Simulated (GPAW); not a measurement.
A run of GPAW 26.7.0 is set up as follows.

File run.py:

```python
from ase.dft.bandgap import bandgap
from ase.io import read, write
from gpaw import GPAW, PW
from gpaw.response.df import DielectricFunction

atoms = read('CuAu.xyz')

calc = GPAW(mode=PW(450),
            xc='PBE',
            kpts={'size': (9, 9, 9), 'gamma': True},
            occupations={'name': 'fermi-dirac', 'width': 0.05},
            nbands=23,
            convergence={'density': 1e-06},
            maxiter=150,
            txt='gpaw.txt')
atoms.calc = calc
energy = atoms.get_potential_energy()
calc.write('gs.gpw')
write('result.traj', atoms)
print(f'Energy: {energy:.6f} eV')
print('Fermi level:', round(calc.get_fermi_level(), 4), 'eV')
print(f'Gap: {bandgap(calc)[0]:.4f} eV, direct: {bandgap(calc, direct=True)[0]:.4f} eV')

dense = calc.fixed_density(kpts={'size': (15, 15, 15), 'gamma': True},
                           nbands=37, convergence={'bands': 31, 'eigenstates': 1e-7},
                           update_fermi_level=True, txt='dense.txt')
dense.write('dense.gpw', mode='all')

df = DielectricFunction('dense.gpw', frequencies={'type': 'nonlinear', 'domega0': 0.05, 'omega2': 10},
                        eta=0.1, ecut=50, nbands=31, rate='eta', txt='df.txt')
for direction in ['x', 'z']:
    df.get_dielectric_function(xc='RPA', direction=direction, filename=f'df_{direction}.csv')
```

File CuAu.xyz:

```xyz
2
Lattice="1.4713592656 0.8494896681 4.3396462822 -1.4713592656 0.8494896681 4.3396462822 0.0000000000 -1.6989793362 4.3396462822" Properties=species:S:1:pos:R:3 pbc="T T T"
Au     0.0000000000      0.0000000000      0.0000000000
Cu     0.0000000000      0.0000000000      6.5094694233
```

Potentials or basis: GPAW PAW data sets (gpaw-data 1.2.1), pw.

The run is started by

```bash
$ OMP_NUM_THREADS=1 python run.py
```

Task: What does it give for the band gap on the k mesh?

Result: None (metal or under the smearing width).

Dielectric function (mean over the directions given):
```tsv
energy (eV)	real part	imaginary part
0.77	-130.42	41.86
1.15	-55.73	14.35
1.66	-21.61	9.16
2.18	-11.63	9.00
2.54	-6.40	7.51
3.04	-8.33	9.31
3.56	-5.33	5.92
4.03	-3.53	5.50
4.44	-2.75	4.81
4.94	-2.43	4.84
5.38	-1.83	4.40
5.91	-2.14	3.83
6.31	-1.58	3.53
6.79	-1.65	3.07
7.29	-1.42	2.84
7.81	-1.04	2.50
8.16	-0.99	2.35
8.71	-0.68	2.10
9.18	-0.56	1.99
9.66	-0.51	1.83
10.06	-0.37	1.74
10.57	-0.24	1.71
11.09	-0.20	1.61
11.52	-0.11	1.60
11.96	-0.23	1.53
12.42	-0.12	1.39
12.88	-0.05	1.32
13.48	-0.07	1.31
13.85	-0.03	1.23
14.35	-0.06	1.10
14.86	0.00	1.04
15.39	0.08	1.01
15.80	0.03	0.92
16.36	0.13	0.87
16.93	0.17	0.81
17.51	0.26	0.76
17.96	0.32	0.75
18.58	0.31	0.71
19.22	0.40	0.72
19.87	0.47	0.83
```

Caveat: the intraband term hangs on this k mesh; the long-wavelength limit can be off by several per cent where d states take part; independent-particle spectra lack excitons; the program warned that so skewed a cell can give wrong results. The run has no spin-orbit coupling, so splittings on Au are missing.
